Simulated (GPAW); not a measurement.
# TePb (Fm-3m): G0W0 on several meshes in GPAW

How does the mesh move the gap of TePb (Fm-3m)?

Method: PBE and many-body steps on it, plane waves, in GPAW 26.7.0.

Report form: the programs' logs are mostly left out.

## 1. The starting structure

Symmetry: Fm-3m, No. 225, cubic system. Conventional cell: a = 6.462 Å, b = 6.462 Å, c = 6.462 Å, α = 90.00°, β = 90.00°, γ = 90.00°. Nearest to Te lie 6 Pb at 3.23 Å. Pb has 6 Te at 3.23 Å nearest. Farther neighbours and most contacts between anions are not listed.

As a file:

```
Te Pb
1.0
     0.00000    3.23100    3.23100
     3.23100    0.00000    3.23100
     3.23100    3.23100    0.00000
Te Pb
1 1
Cartesian
  3.2310 3.2310 3.2310
  0.0000 0.0000 0.0000
```

The cell and positions come from the Crystallography Open Database and are kept as given unless a step says otherwise. Spin-orbit coupling is left out unless a step names it.

## 2. Empty states on the mesh, 4×4×4 mesh, 805 bands

This step: GPAW 26.7.0; DFT, PBE, plane waves, PAW.

The sums over transitions need many empty states on a uniform mesh; this step solves for them.

Input file run.py:

```python
import json
import numpy as np
from gpaw.mpi import world
from gpaw import GPAW

calc = GPAW('gs.gpw').fixed_density(kpts={'size': (4, 4, 4), 'gamma': True},
    parallel={'domain': 1, 'band': 1},
    txt='nscf.txt')
calc.diagonalize_full_hamiltonian(nbands=805)
calc.write('full.gpw', mode='all')
res = {}
kpts = calc.get_ibz_k_points()
res['kpts'] = kpts
res['eigenvalues'] = [calc.get_eigenvalues(kpt=k) for k in range(len(kpts))]
res['n_electrons'] = calc.get_number_of_electrons()

if world.rank == 0:
    with open('result.json', 'w') as f:
        json.dump(res, f, default=lambda x: x.tolist())
```

The run is started by

```console
$ mpirun -n 4 gpaw python run.py
```

Elapsed: 6.6 s, on 4 MPI ranks of AMD EPYC 9R45, shared host; peak memory 1.5 GiB; 25 s of CPU time.

Numbers from this step:

- gap: 0.6927 eV
- k of the valence top: 0.5, 0.5, 0.5
- k of the conduction bottom: 0.5, 0.5, 0.5
- least direct gap: 0.6927 eV
- k points computed: 8
- lowest point of the top converged band, above the valence top: 285.6943 eV

On this mesh the gap is 0.693 eV.

## 3. 4×4×4

Now the one-shot GW correction: screening in the RPA, then the self-energy of the levels asked for.

This step: G0W0 on PBE, plane waves, PAW.

Input file run.py:

```python
import json
import numpy as np
from gpaw.mpi import world
from gpaw.response.g0w0 import G0W0

gw = G0W0('full.gpw',
    filename='gw',
    kpts=[0, 7],
    bands=(8, 12),
    ecut=90,
    nbands=130,
    integrate_gamma='WS',
    ppa=True)
gw.calculate()
res = {mode: {k: v for k, v in r.items() if k != 'sigma_eskwn'}
       for mode, r in gw.all_results.items()}

if world.rank == 0:
    with open('result.json', 'w') as f:
        json.dump(res, f, default=lambda x: x.tolist())
```

The run is started by

```console
$ mpirun -n 4 gpaw python run.py
```

It took 18 s on 4 MPI ranks; peak memory 1.4 GiB.

Numbers from this step:

| Quantity | Value |
| --- | --- |
| G0W0 gap on the points computed | 0.7629 eV |
| least direct G0W0 gap on the computed points | 0.7629 eV |
| Z at the valence top | 0.7891 |
| Z at the conduction bottom | 0.7977 |
| starting gap on the mesh | 0.6927 eV |
| k of the valence top | 0.5, 0.5, 0.5 |
| k of the conduction bottom | 0.5, 0.5, 0.5 |

The gap on the mesh goes from 0.69 eV to 0.76 eV, a correction of +0.07 eV.

## 4. Empty states on the mesh, 6×6×6 mesh, 140 bands

This step: DFT, PBE, plane waves, PAW.

Input file run.py:

```python
import json
import numpy as np
from gpaw.mpi import world
from gpaw import GPAW

calc = GPAW('gs.gpw').fixed_density(kpts={'size': (6, 6, 6), 'gamma': True},
    parallel={'domain': 1, 'band': 1},
    txt='nscf.txt')
calc.diagonalize_full_hamiltonian(nbands=140)
calc.write('full.gpw', mode='all')
res = {}
kpts = calc.get_ibz_k_points()
res['kpts'] = kpts
res['eigenvalues'] = [calc.get_eigenvalues(kpt=k) for k in range(len(kpts))]
res['n_electrons'] = calc.get_number_of_electrons()

if world.rank == 0:
    with open('result.json', 'w') as f:
        json.dump(res, f, default=lambda x: x.tolist())
```

The run is started by

```console
$ mpirun -n 4 gpaw python run.py
```

Run time: 8.8 s. Hardware: 4 MPI ranks; peak memory 1.4 GiB.

Numbers from this step:

```
gap                                                           : 0.6927 eV
k of the valence top                                          : 0.5, 0.5, 0.5
k of the conduction bottom                                    : 0.5, 0.5, 0.5
least direct gap                                              : 0.6927 eV
k points computed                                             : 16
lowest point of the top converged band, above the valence top : 77.4454 eV
```

On this mesh the gap is 0.693 eV.

## 5. 6×6×6

This step: G0W0 on PBE, plane waves, PAW.

Input file run.py:

```python
import json
import numpy as np
from gpaw.mpi import world
from gpaw.response.g0w0 import G0W0

gw = G0W0('full.gpw',
    filename='gw',
    kpts=[0, 15],
    bands=(8, 12),
    ecut=90,
    nbands=130,
    integrate_gamma='WS',
    ppa=True)
gw.calculate()
res = {mode: {k: v for k, v in r.items() if k != 'sigma_eskwn'}
       for mode, r in gw.all_results.items()}

if world.rank == 0:
    with open('result.json', 'w') as f:
        json.dump(res, f, default=lambda x: x.tolist())
```

The run is started by

```console
$ mpirun -n 4 gpaw python run.py
```

Run time: 78 s. Hardware: 4 MPI ranks; peak memory 1.7 GiB; 5.2 min of CPU time.

Numbers from this step:

```
G0W0 gap on the points computed              : 0.7870 eV
least direct G0W0 gap on the computed points : 0.7870 eV
Z at the valence top                         : 0.7905
Z at the conduction bottom                   : 0.7993
starting gap on the mesh                     : 0.6927 eV
k of the valence top                         : 0.5, 0.5, 0.5
k of the conduction bottom                   : 0.5, 0.5, 0.5
```

Against G0W0 in GPAW (4×4×4 mesh, 130 bands, screening to 90 eV, Godby-Needs plasmon pole), the gap moves by +0.024 eV.

## 6. The runs together

Times are wall times on 4 MPI ranks of AMD EPYC 9R45, shared host, good to a factor of about two.

```csv
run,mesh,bands,screening cutoff (eV),DFT gap (eV),gap on the mesh (eV),direct (eV),time
4×4×4,4×4×4,130,90,0.693,0.763,0.763,18 s
6×6×6,6×6×6,130,90,0.693,0.787,0.787,78 s
```

## 7. Summary of results

| Property | Result |
| --- | --- |
| 4×4×4 | 0.763 eV |
| 6×6×6 | 0.787 eV |
| known limits | not at the basis limit; model gap, bands may invert with spin-orbit coupling; no spin-orbit coupling; coarse k mesh |

6×6×6: +0.024 eV against 4×4×4. Bands and cutoff are finite, so the gap is not at the basis limit. The miss can reach some tenths of an eV and take either sign; the mesh is an error of its own. These stock PAW sets were not made for GW; the filled d or f shell of Te lies in the frozen core, which bears on start and correction. In the G0W0 runs levels were corrected at 2 k points alone, so a gap called «on the mesh» is the least over those, and an edge elsewhere would be missed. The 4×4×4 mesh is coarse for this cell, which bears on the long-range parts of exchange and screening. Where an edge is built on 6p states of lead, bismuth or thallium, scalar-relativistic gaps usually stand too wide, by a few tenths to over one eV. With atoms this heavy and so narrow a gap, spin-orbit coupling can invert the bands. These scalar-relativistic gaps are then model values, not to be set against experiment, and a spin-orbit change taken from DFT can't simply be added.

[Paths, hosts, dates, memory and timing lines, banners, echoed tables and standing remarks are left out of the program output.]

[Logs are printed without paths, hosts, clocks, repeated set-up lines and the standing remarks that a program may print on its own settings, such as how far it seeks lower states.]

[Runs of the session that timed out or met a known fault of the program may be left out.]

[Hosts, paths, dates, database ids (printed as entryN), source tags and the programs' standing remarks are cut or masked in the printed files.]
